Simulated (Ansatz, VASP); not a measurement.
## Pd: VASP beside Ansatz

Contents of INCAR:

```
PREC     = Accurate       # precision mode
ENCUT    = 520            # plane-wave cutoff, eV
EDIFF    = 1E-7           # SCF threshold, eV
ISMEAR   = -1             # smearing method
SIGMA    = 0.05           # smearing width, eV
LREAL    = False          # projectors in reciprocal space
LASPH    = True           # aspherical terms in the spheres
NELM     = 100            # most SCF steps
ALGO     = Normal         # electronic algorithm
ISIF     = 2              # what is computed and relaxed
LWAVE    = False          # write WAVECAR
LCHARG   = False          # write CHGCAR
METAGGA  = R2SCAN         # meta-GGA
LMIXTAU  = True         
NBANDS   = 11             # bands
```

Contents of KPOINTS:

```
Automatic mesh
0
Gamma
  12 12 12
```

File POSCAR:

```
Pd
1.0
    0.0000000000      1.9465000000      1.9465000000
    1.9465000000      0.0000000000      1.9465000000
    1.9465000000      1.9465000000      0.0000000000
Pd
1
Direct
    0.0000000000      0.0000000000      0.0000000000
```

File input.yaml:

```yaml
crystal:
  lattice:
    - [0.0, 1.9465, 1.9465]
    - [1.9465, 0.0, 1.9465]
    - [1.9465, 1.9465, 0.0]
  atoms:
    - { symbol: Pd, position: [0.0, 0.0, 0.0] }
hamiltonian:
  xc: r2scan
  pseudopotentials: { kind: paw }
kpoints:
  mp_grid: { grid: [12, 12, 12] }
scf:
  occupations: { method: fermi_dirac, width: 0.05 }
output:
  forces: true
  stress: true
  eigenvalues: true
```

Alike in both runs: task single point; functional r2SCAN; k mesh 12 × 12 × 12; occupations fermi-dirac, width 0.05 eV; no spin polarisation.

```csv
,VASP,Ansatz
version,VASP 6.6.1,Ansatz 0.2.0
potentials or method,"VASP PAW PBE potentials, release 64 (Pd)",Ansatz PAW
plane-wave cutoff (eV),520,500
valence electrons in the cell,10,18
```

```csv
,VASP,Ansatz,Ansatz less VASP
gap on the k mesh at the Fermi level (eV),none,none,-
pressure (GPa),2.8,2.1,-0.70
```

A gap of «none» marks a metal or a gap that the smearing closes. The two sets of potentials don't hold the same shells in valence.

Caveats: the PAW data sets were made with another functional, which shifts forces and pressure a little (VASP); the PAW data sets come from PBE, with cores solved anew for the run's functional, which leaves a small shift of forces and pressure (Ansatz).
